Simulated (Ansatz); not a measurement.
# 3-layer 2H-WS2 (2H stacking) in a perpendicular field

Wanted: the out-of-plane response of the 3-layer 2H-WS2 (2H stacking). A positive field points along +c.

Main program and level: Ansatz 0.2.0; plane-wave DFT, PBE-D3(BJ), Ansatz PAW.

## 1. The structure

The cell holds 9 atoms: 6 S and 3 W. Its edges and angles: a = 3.180 Å, b = 3.180 Å, c = 63.827 Å, α = 90.0°, β = 90.0°, γ = 120.0°. Regions: layer 1: 2H-WS2, 3 atoms (2 S and 1 W); layer 2: 2H-WS2, 3 atoms (2 S and 1 W); layer 3: 2H-WS2, 3 atoms (2 S and 1 W). Vacuum lies along c.

Coordinates:

```cif
data_structure
_symmetry_space_group_name_H-M 'P 1'
_symmetry_Int_Tables_number 1
_cell_length_a 3.1800
_cell_length_b 3.1800
_cell_length_c 63.8269
_cell_angle_alpha 90.000
_cell_angle_beta 90.000
_cell_angle_gamma 120.000
_cell_volume 558.97
loop_
_atom_site_label
_atom_site_type_symbol
_atom_site_fract_x
_atom_site_fract_y
_atom_site_fract_z
_atom_site_occupancy
S1 S 0.33333 0.66667 0.37132 1
W2 W 0.00000 0.00000 0.39854 1
S3 S 0.33333 0.66667 0.42577 1
S4 S 0.00000 0.00000 0.47277 1
W5 W 0.33333 0.66667 0.50000 1
S6 S 0.00000 0.00000 0.52723 1
S7 S 0.33333 0.66667 0.57423 1
W8 W 0.00000 0.00000 0.60146 1
S9 S 0.33333 0.66667 0.62868 1
```

## 2. Relaxing the slab

The starting cell is a guess, so the in-plane lattice and the atoms are relaxed first, with the slab cut off from its images along the normal.

Input file input.yaml:

```yaml
crystal:
  lattice:
    - [3.18, 0.0, 0.0]
    - [-1.59, 2.753960784, 0.0]
    - [0.0, 0.0, 63.8268607003]
  atoms:
    - { symbol: S, position: [0.3333333333, 0.6666666667, 0.3713170245] }
    - { symbol: W, position: [0.0, 0.0, 0.3985439647] }
    - { symbol: S, position: [0.3333333333, 0.6666666667, 0.4257709048] }
    - { symbol: S, position: [0.0, 0.0, 0.4727730599] }
    - { symbol: W, position: [0.3333333333, 0.6666666667, 0.5] }
    - { symbol: S, position: [0.0, 0.0, 0.5272269401] }
    - { symbol: S, position: [0.3333333333, 0.6666666667, 0.5742290952] }
    - { symbol: W, position: [0.0, 0.0, 0.6014560353] }
    - { symbol: S, position: [0.3333333333, 0.6666666667, 0.6286829755] }
  periodic: [true, true, false]
kpoints:
  mp_grid: { grid: [12, 12, 1] }
hamiltonian:
  xc: pbe
  dispersion: d3bj
scf:
  occupations: { method: fermi_dirac, width: 0.05 }
  convergence: { dr2_threshold: 1.0e-09 }
relax:
  f_tol: 0.004
  max_steps: 90
  cell: {}
output:
  write_potential: true
  write_density: true
  volumetric_format: npy
```

Launch:

```console
$ ansatz run input.yaml --threads 4 --pin off --max-ram 8192MiB --backend cpu --events-out ev --progress --plain --runs-dir out
```

Numbers of over 12 decimals in the logs are rounded to 6 here.

Output:

```text
Warning: relax.cell: scf.convergence.dr2_threshold = 1e-9 eV is looser than the 1.28869860489e-10 eV advised for a relaxation that steers and ends on the stress (1e-10 eV for each atom of the cell: 9, times the square of relax.cell.stress_2d_tol = 0.05 N/m over 26.4 Å (the atoms' height at the walk's start and 5 Å past either face), 1.892e-2 GPa, over a crystal's default 0.05). What an SCF threshold leaves in a stress goes as its square root, and in the free energy as the threshold itself, and one threshold admits the most on a small cell: [figures from the program's tests cut] Set scf.convergence.dr2_threshold to 1.28869860489e-10 eV or tighter. [rest of the remark cut]
Engine: ansatz 0.2.0, x86_64-unknown-linux-gnu
Pseudopotentials: kind: paw
Pseudopotential: S, paw, valence charge 6, recommended cutoff 420 eV (normal), S.paw.azcp
Pseudopotential: W, paw, valence charge 14, recommended cutoff 420 eV (normal), W.paw.azcp
Functional definition: PBE
  parameter kappa = 0.804
  parameter beta = 0.066725
  exchange = pbe_x(kappa = kappa, mu = beta*pi^2/3)
  correlation = pbe_c(beta = beta)
Crystal: 9 atoms, lattice volume = 558.970 Å³
Basis set: ecut = 420 eV, 11001 PW (Γ), exchange–correlation on 48×48×864 points (8 copies of the dense FFT grid, shifted against one another)
Bands: 48, of which v1, the nominal top of the filled ones, is band 39 counted from 1 (38 counted from 0)
Symmetry: 12 space group operations
Space group: P-6m2 (ITA 187), of the structure as read, at distance tolerance 8.2e-5 Å
k-points: 19 of 144 (time reversal used)
Non-local potential: S, projectors of the file, l = 0: 2, l = 1: 2, l = 2: 2
Non-local potential: W, projectors of the file, l = 0: 3, l = 1: 2, l = 2: 2, l = 3: 1
PAW form: soft (Blöchl's): semilocal exchange-correlation on the pseudo side does not see the compensation charge
PAW one-centre angular grid: S, 110 points (default); XC on 64 Gauss nodes
PAW one-centre angular grid: W, 590 points (default); XC on 64 Gauss nodes
Initial density: superposition of atomic densities (neutral atoms: chi_scale 0, normalization atom), corrected by the library's trained network
Initial wavefunctions: pseudopotential atomic-orbital guess
Functional: x = pbe(κ = 0.804, μ = 0.219515), c = pbe(β = 0.066725)
SCF iter   1: F=—  HF=-36576.121557 eV  |F-HF|=—  |Δ(HF+E_count)|=         —  Δρ=2.86e-3  dr2=9.36e-2  ethr=1.77e-3  ⟨swp⟩=12.9  Hψ=5947  notcnv=0
preconditioner: auto → Resta (q_TF=auto, 1.965 Å⁻¹)  ε∞=3.2  [insulator: Δε(μ)=1.067 eV  Ē_g=7.699 eV  σ=0.050 eV  W_gap=1.00  n_scr=38 (ndim 8)  ℏωp=11.5 eV  f_vac=0.685  D(μ)=0.00/eV (n_scr^D=0)  ε∞_Penn≈3.2  vacuum switching on, ρ_ref=4.3e-3 e/Å³]
SCF iter   2: F=—  HF=-36576.143727 eV  |F-HF|=—  |Δ(HF+E_count)|=   2.22e-2  Δρ=2.14e-3  dr2=1.48e-1  ethr=1.20e-4  ⟨swp⟩=4.2  Hψ=2268  notcnv=0  defer=52
SCF iter   3: F=—  HF=-36576.135925 eV  |F-HF|=—  |Δ(HF+E_count)|=   7.80e-3  Δρ=1.18e-3  dr2=6.10e-3  ethr=1.20e-4  ⟨swp⟩=2.7  Hψ=1617  notcnv=0  defer=52
SCF iter   4: F=—  HF=-36576.140364 eV  |F-HF|=—  |Δ(HF+E_count)|=   4.44e-3  Δρ=3.50e-4  dr2=1.92e-3  ethr=7.82e-6  ⟨swp⟩=3.2  Hψ=1914  notcnv=0  defer=52
SCF iter   5: F=—  HF=-36576.140196 eV  |F-HF|=—  |Δ(HF+E_count)|=   1.68e-4  Δρ=8.45e-5  dr2=1.19e-4  ethr=2.46e-6  ⟨swp⟩=3.0  Hψ=1554  notcnv=0  defer=52
SCF iter   6: F=—  HF=-36576.140210 eV  |F-HF|=—  |Δ(HF+E_count)|=   1.39e-5  Δρ=3.41e-5  dr2=7.31e-6  ethr=1.52e-7  ⟨swp⟩=3.4  Hψ=1965  notcnv=0  defer=52
SCF iter   7: F=—  HF=-36576.140211 eV  |F-HF|=—  |Δ(HF+E_count)|=   1.89e-6  Δρ=9.63e-6  dr2=1.68e-6  ethr=9.37e-9  ⟨swp⟩=3.5  Hψ=2040  notcnv=0  defer=52
SCF iter   8: F=—  HF=-36576.140216 eV  |F-HF|=—  |Δ(HF+E_count)|=   5.00e-6  Δρ=7.64e-6  dr2=1.14e-6  ethr=2.15e-9  ⟨swp⟩=3.1  Hψ=1683  notcnv=0  defer=53
SCF iter   9: F=—  HF=-36576.140216 eV  |F-HF|=—  |Δ(HF+E_count)|=   1.73e-7  Δρ=3.15e-6  dr2=1.82e-7  ethr=1.46e-9  ⟨swp⟩=2.8  Hψ=1489  notcnv=0  defer=53
SCF iter  10: F=—  HF=-36576.140216 eV  |F-HF|=—  |Δ(HF+E_count)|=   2.29e-8  Δρ=9.32e-7  dr2=7.96e-9  ethr=2.34e-10  ⟨swp⟩=2.9  Hψ=1634  notcnv=0  defer=53
SCF iter  11: F=-36576.140216 eV  HF=-36576.140216 eV  |F-HF|=2.34e-9  |Δ(HF+E_count)|=   2.14e-8  Δρ=2.19e-7  dr2=4.31e-10  ethr=1.28e-12  ⟨swp⟩=10.9  Hψ=9027  notcnv=0
SCF 1 converged in 11 iterations: F = -36576.140216 eV  dr2 = 4.31e-10
  greatest PAW one-centre occupation: 1.000 electrons in one spin orbital (limit 2), on the W atom at site 7 (counted from 0), in its partial waves of l = 0
relax step   1: F+E_penalty+E_count = -36576.14021635 eV  Δ(F+E_penalty+E_count) = +0.000e0 eV  max|allowed force component| = 2.684e0 eV/Å  Δτ_max = 0.0000 Å  P = -19.570 N/m  Ω = 558.970 Å³  fix = [c, alpha, beta]  reactions: c -0.000 N/m  (11 SCF iters, accepted)
Crystal: 9 atoms, lattice volume = 552.008 Å³
Basis set: ecut = 420 eV, 10641 PW (Γ), exchange–correlation on 48×48×864 points (8 copies of the dense FFT grid, shifted against one another)
Initial density: handed on by an earlier stage of this run
Initial wavefunctions: those handed on with the density
iter 1 solved again at ethr=9.65e-4 eV; its pass at ethr=3.10e-3 eV (dr2=7.53e-1 eV) is discarded
SCF iter   1: F=—  HF=-36577.702316 eV  |F-HF|=—  |Δ(HF+E_count)|=         —  Δρ=9.12e-3  dr2=8.01e-1  ethr=9.65e-4  ⟨swp⟩=2.0  Hψ=7010  notcnv=0
eigensolver tolerance schedule calibrated: the retry pair's looser diagonalisation under-reported the residual by θ = 0.06 (0.12/decade); ethr = c·dr2/N_el runs at the constant in force after the calibration composes with the one it found (an armed cap, an earlier calibration), c = 7.2e-2
preconditioner: auto → Resta (q_TF=auto, 1.969 Å⁻¹)  ε∞=2.9  [insulator: Δε(μ)=1.286 eV  Ē_g=8.425 eV  σ=0.050 eV  W_gap=1.00  n_scr=40 (ndim 8)  ℏωp=11.6 eV  f_vac=0.693  D(μ)=0.00/eV (n_scr^D=0)  ε∞_Penn≈2.9  vacuum switching on, ρ_ref=5.1e-3 e/Å³]
SCF iter   2: F=—  HF=-36577.585761 eV  |F-HF|=—  |Δ(HF+E_count)|=   1.17e-1  Δρ=4.66e-3  dr2=2.22e-1  ethr=7.40e-4  ⟨swp⟩=4.2  Hψ=1898  notcnv=0  defer=2
SCF iter   3: F=—  HF=-36577.547366 eV  |F-HF|=—  |Δ(HF+E_count)|=   3.84e-2  Δρ=2.49e-3  dr2=2.93e-2  ethr=2.06e-4  ⟨swp⟩=3.9  Hψ=1916  notcnv=0  defer=36
SCF iter   4: F=—  HF=-36577.543165 eV  |F-HF|=—  |Δ(HF+E_count)|=   4.20e-3  Δρ=5.65e-4  dr2=2.01e-3  ethr=2.71e-5  ⟨swp⟩=3.1  Hψ=1840  notcnv=0  defer=36
SCF iter   5: F=—  HF=-36577.543410 eV  |F-HF|=—  |Δ(HF+E_count)|=   2.46e-4  Δρ=2.43e-4  dr2=2.72e-3  ethr=1.86e-6  ⟨swp⟩=3.2  Hψ=1910  notcnv=0  defer=34
[...]
SCF iter  10: F=—  HF=-36577.632859 eV  |F-HF|=—  |Δ(HF+E_count)|=   7.70e-8  Δρ=2.57e-6  dr2=1.19e-7  ethr=4.80e-10  ⟨swp⟩=3.4  Hψ=1920  notcnv=0  defer=25
SCF iter  11: F=—  HF=-36577.632859 eV  |F-HF|=—  |Δ(HF+E_count)|=  8.37e-10  Δρ=8.36e-7  dr2=1.12e-8  ethr=1.53e-10  ⟨swp⟩=2.6  Hψ=1434  notcnv=0  defer=25
SCF iter  12: F=—  HF=-36577.632859 eV  |F-HF|=—  |Δ(HF+E_count)|=   2.93e-9  Δρ=2.58e-7  dr2=2.26e-9  ethr=1.44e-11  ⟨swp⟩=3.3  Hψ=1941  notcnv=0  defer=25
SCF iter  13: F=-36577.632859 eV  HF=-36577.632859 eV  |F-HF|=6.91e-10  |Δ(HF+E_count)|=  2.33e-10  Δρ=1.60e-7  dr2=3.44e-10  ethr=1.28e-12  ⟨swp⟩=12.6  Hψ=7716  notcnv=0
SCF 3 converged in 13 iterations: F = -36577.632859 eV  dr2 = 3.44e-10
  greatest PAW one-centre occupation: 1.000 electrons in one spin orbital (limit 2), on the W atom at site 4 (counted from 0), in its partial waves of l = 0
relax step   3: F+E_penalty+E_count = -36577.63285941 eV  Δ(F+E_penalty+E_count) = -8.976e-2 eV  max|allowed force component| = 1.587e-1 eV/Å  Δτ_max = 0.1922 Å  P = -0.422 N/m  Ω = 549.015 Å³  energy of the carried Pulay correction = +4.356e-4 eV  fix = [c, alpha, beta]  reactions: c -0.000 N/m  (13 SCF iters, accepted)
[...]
relax step   4: F+E_penalty+E_count = -36577.65938837 eV  Δ(F+E_penalty+E_count) = -2.653e-2 eV  max|allowed force component| = 7.480e-2 eV/Å  Δτ_max = 0.1948 Å  P = -0.063 N/m  Ω = 549.808 Å³  energy of the carried Pulay correction = +4.006e-4 eV  fix = [c, alpha, beta]  reactions: c -0.000 N/m  (13 SCF iters, accepted)
[...]
relax step   5: F+E_penalty+E_count = -36577.66110810 eV  Δ(F+E_penalty+E_count) = -1.720e-3 eV  max|allowed force component| = 7.832e-3 eV/Å  Δτ_max = 0.0768 Å  P = -0.046 N/m  Ω = 550.671 Å³  energy of the carried Pulay correction = +3.626e-4 eV  fix = [c, alpha, beta]  reactions: c -0.000 N/m  (11 SCF iters, accepted)
[...]
relax step   6: F+E_penalty+E_count = -36577.66131192 eV  Δ(F+E_penalty+E_count) = -2.038e-4 eV  max|allowed force component| = 2.029e-2 eV/Å  Δτ_max = 0.0254 Å  P = +0.018 N/m  Ω = 550.640 Å³  energy of the carried Pulay correction = +3.640e-4 eV  fix = [c, alpha, beta]  reactions: c +0.000 N/m  (10 SCF iters, accepted)
[...]
relax step   7: F+E_penalty+E_count = -36577.66136155 eV  Δ(F+E_penalty+E_count) = -4.963e-5 eV  max|allowed force component| = 6.457e-4 eV/Å  Δτ_max = 0.0039 Å  P = -0.008 N/m  Ω = 550.538 Å³  energy of the carried Pulay correction = +3.685e-4 eV  fix = [c, alpha, beta]  reactions: c -0.000 N/m  (9 SCF iters, accepted)
Initial wavefunctions: pseudopotential atomic-orbital guess (no wavefunctions were taken with the density)
iter 1 solved again at ethr=1.38e-7 eV; its pass at ethr=3.10e-3 eV (dr2=1.07e-4 eV) is discarded
SCF iter   1: F=—  HF=-36577.660992 eV  |F-HF|=—  |Δ(HF+E_count)|=         —  Δρ=1.38e-5  dr2=1.53e-7  ethr=1.38e-7  ⟨swp⟩=7.2  Hψ=11283  notcnv=0
preconditioner: auto → Resta (q_TF=auto, 1.970 Å⁻¹)  ε∞=2.9  [insulator: Δε(μ)=1.135 eV  Ē_g=8.442 eV  σ=0.050 eV  W_gap=1.00  n_scr=40 (ndim 8)  ℏωp=11.6 eV  f_vac=0.703  D(μ)=0.00/eV (n_scr^D=0)  ε∞_Penn≈2.9  vacuum switching on, ρ_ref=5.2e-3 e/Å³]
SCF iter   2: F=—  HF=-36577.660938 eV  |F-HF|=—  |Δ(HF+E_count)|=   5.40e-5  Δρ=7.04e-6  dr2=4.48e-8  ethr=1.96e-10  ⟨swp⟩=5.5  Hψ=3396  notcnv=0
SCF iter   3: F=—  HF=-36577.660938 eV  |F-HF|=—  |Δ(HF+E_count)|=   2.81e-8  Δρ=2.05e-6  dr2=6.11e-8  ethr=5.74e-11  ⟨swp⟩=2.9  Hψ=1933  notcnv=0
SCF iter   4: F=-36577.660938 eV  HF=-36577.660938 eV  |F-HF|=9.31e-10  |Δ(HF+E_count)|=   7.78e-9  Δρ=4.05e-7  dr2=2.41e-10  ethr=1.28e-12  ⟨swp⟩=17.5  Hψ=10471  notcnv=0
SCF 8 converged in 4 iterations: F = -36577.660938 eV  dr2 = 2.41e-10
relax step   8: F+E_penalty+E_count = -36577.66093808 eV  Δ(F+E_penalty+E_count) = +4.235e-4 eV  max|allowed force component| = 5.846e-4 eV/Å  Δτ_max = 0.0000 Å  P = -0.002 N/m  Ω = 550.538 Å³  fix = [c, alpha, beta]  reactions: c -0.000 N/m  stress off target by 1.60e-3 N/m on what of the cell is left free  SCF on the basis re-selected at this cell (its energy is not comparable with the rows above)  (4 SCF iters)
basis re-selected at this cell: Δ(F+E_penalty+E_count) = +4.235e-4 eV, ΔP = +0.006 N/m vs the last step (what re-selecting the basis moved, of the pressure what is left beyond the Pulay correction that the steps carried, after the strain that the cell walked since its last selection, with what the two solves' SCF thresholds leave and, on support functions, any second-order correction that the steps lacked; it is no m [...]
SCF converged after 4 iterations
Free energy (F): -36577.660938 eV
Harris-Foulkes:  -36577.660938 eV  (|F-HF|=9.31e-10)
Internal energy: -36577.660938 eV  (E = F + TS)
E sigma→0 (E₀):  -36577.660938 eV
Entropy (-TS):   -0.000001 eV (-0.000 meV/atom)
Fermi energy:    -4.612801 eV
--- Per-component energies (eV) ---
  E_band       = -1867.816388
  E_kinetic    = 2000.862776
  E_local      = -647585.076391  (includes V_loc(G=0)·N_el)
  E_nonlocal   = 172.109006
  E_hartree    = 322597.959960
  E_xc         = -1387.335239
  E_vxc        = -1246.276872  (∫ρ·V_xc dr)
  E_paw        = -29289.459923  (= ΣΔE_a)
  E_vpaw       = -405.354055  (= ΣTr[D̂ρ^β])
  E_aug_tail   = -0.000187  (compensation charges beyond the density's cutoff)
  E_ewald      = 316916.796571
  E_disp       = -3.517513  (pairwise vdW)
  E_smearing   = -0.000001  (= −TS)
  E_closure    = 0.000000  (closes the sum)
  Σ components = -36577.660938   (vs F -36577.660938, Δ=0.00e0)
--- Forces (eV/Å), atoms counted from 1 ---
  atom   1  S      0.00000000    -0.00000000     0.00017120
  atom   2  W     -0.00000000     0.00000000     0.00041052
  atom   3  S     -0.00000000    -0.00000000     0.00003622
  atom   4  S      0.00000000     0.00000000     0.00058462
  atom   5  W      0.00000000    -0.00000000     0.00000000
  atom   6  S      0.00000000     0.00000000    -0.00058462
  atom   7  S      0.00000000    -0.00000000    -0.00003622
  atom   8  W     -0.00000000     0.00000000    -0.00041052
  atom   9  S      0.00000000    -0.00000000    -0.00017120
  max |Σ_I F_I| component: 1.27e-17 eV/Å
--- 2D stress c σ (N/m, compression-positive) ---
       -0.001595      -0.000000       0.000000
        0.000000      -0.001595       0.000000
        0.000000       0.000000       0.000000
  P = ½ c Tr σ = -0.0016 N/m
--- Band table (eV; the first three rows and the last of 19) ---
  k-point 0: bands = [... 35 lower, -7.0387, -6.1030, -5.5025, -5.1352, -2.7775, -2.7775, -2.7697, -2.7697, ... 5 higher]
  k-point 1: bands = [... 35 lower, -6.7536, -6.1091, -5.6106, -5.3425, -2.8963, -2.8793, -2.8599, -2.8525, ... 5 higher]
  k-point 2: bands = [... 35 lower, -6.7648, -6.2329, -6.0109, -5.9275, -3.4498, -3.2715, -3.0606, -3.0282, ... 5 higher]
  k-point 18: bands = [... 35 lower, -8.0294, -5.7925, -5.7033, -5.6218, -3.7682, -3.7556, -3.7555, -2.9141, ... 5 higher]
  the weakly bound empty levels are not read free of the cell's end (no_gap_told)
--- Relaxed structure (7 steps of the walk, 7 accepted, 1 SCFs on fresh bases) ---
  F+E_penalty+E_count = -36577.66093808 eV   max|allowed force component| = 5.846e-4 eV/Å   (the final SCF, on the basis selected at the relaxed cell)
  cell:  # Å, volume = 550.5376 Å³
    - [3.155923, -2.6730664084382735e-18, 0.0]
    - [-1.577962, 2.733110, 0.0]
    - [0.0, 0.0, 63.8268607003]
  atoms:
    - { symbol: S, position: [0.333333, 0.666667, 0.380048] }
    - { symbol: W, position: [0, -2.1701890401338503e-17, 0.404752] }
    - { symbol: S, position: [0.333333, 0.666667, 0.429427] }
    - { symbol: S, position: [0, -2.1701890401338512e-17, 0.475335] }
    - { symbol: W, position: [0.333333, 0.666667, 0.5] }
    - { symbol: S, position: [0, -2.1701890401338506e-17, 0.524665] }
    - { symbol: S, position: [0.333333, 0.666667, 0.570573] }
    - { symbol: W, position: [0, -2.1701890401338503e-17, 0.595248] }
    - { symbol: S, position: [0.333333, 0.666667, 0.619952] }
```

Elapsed: 3.9 min, on 4 threads of Intel Xeon at 2.50GHz (Skylake/Cascade Lake), shared host; peak memory 1.2 GiB.

Step by step:

```tsv
step	energy less that of the first step (eV)	largest force component (eV/Å)	volume (Å³)
1	0.0000	2.6844	558.97
2	-1.4029	0.6736	552.01
3	-1.4926	0.1587	549.02
4	-1.5192	0.0748	549.81
5	-1.5209	0.0078	550.67
6	-1.5211	0.0203	550.64
7	-1.5211	0.0006	550.54
8*	-1.5207	0.0006	550.54
```

Relaxation steps marked * repeat the geometry before them on a plane-wave basis chosen anew for their cell, so energy and pressure can jump there.

The run keeps the 12 symmetry operations that it works with, so distortions that break them were not tested.

```tsv
cell as run	before	after	change
a (Å)	3.180	3.156	-0.8 %
b (Å)	3.180	3.156	-0.8 %
```

The atoms that moved most (Å, along periodic axes as changes of fractional coordinates times the final cell, across vacuum about the mean position):

```tsv
atom	dx	dy	dz	length
S9	0.000	0.000	-0.557	0.557
S1	0.000	0.000	0.557	0.557
W2	0.000	0.000	0.396	0.396
W8	0.000	0.000	-0.396	0.396
S3	0.000	0.000	0.233	0.233
S7	0.000	0.000	-0.233	0.233
S4	0.000	0.000	0.164	0.164
S6	0.000	0.000	-0.164	0.164
```

The lattice constant a goes from 3.180 to 3.156 Å.

(Continued in part 2 of 3.)

[Logs are printed without paths, hosts, clocks, repeated set-up lines and the standing remarks that a program may print on its own settings, such as how far it seeks lower states.]

[Hosts, paths, dates, database ids (printed as entryN), source tags and the programs' standing remarks are cut or masked in the printed files.]

[Maps of the electrostatic potential energy from Ansatz leave out the sawtooth potential of an applied field or a dipole correction, so their vacuum need not be flat; planar profiles and work functions include it.]
